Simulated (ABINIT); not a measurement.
Input of an ABINIT 10.8.3 (patched build) run:

File run.abi:

```
# Pseudopotentials
pp_dirpath "./"
pseudos "S.upf, Mg.upf"

# Structure
acell 6.8574573025 6.8574573025 6.8574573025
rprim
     0.0000000000     0.7071067812     0.7071067812
     0.7071067812     0.0000000000     0.7071067812
     0.7071067812     0.7071067812     0.0000000000
ntypat 2
znucl 16 12
natom 2
typat 1 2
xred
     0.5000000000     0.5000000000     0.5000000000
     0.0000000000     0.0000000000     0.0000000000
chkprim 0
chksymtnons 0
tolsym 1.0e-6

# Plane-wave basis
ecut 42.0

# k points
kptopt 1
ngkpt 7 7 7
nshiftk 1
shiftk 0.0 0.0 0.0

# Exchange and correlation
ixc 7

# Bands and occupations
nband 12
occopt 3
tsmear 0.05 eV

# SCF cycle
nstep 100
tolvrs 1.0e-10

# Output
iomode 3
prtwf 0
prtden 0
prteig 0
prtebands 0
enunit 2
```

Potentials or basis: PseudoDojo NC SR LDA v0.4.1 standard.

The run is started by

```sh
$ abinit run.abi > log 2>&1
```

**Question.** What does it give for the band gap on the k mesh?

**Answer.** 2.87 eV, indirect (least direct gap 3.81 eV).

**Question.** Predict the pressure.

**Answer.** 0.0 GPa.

Caveat: an odd mesh through Γ misses points on the zone boundary, where band edges often lie.
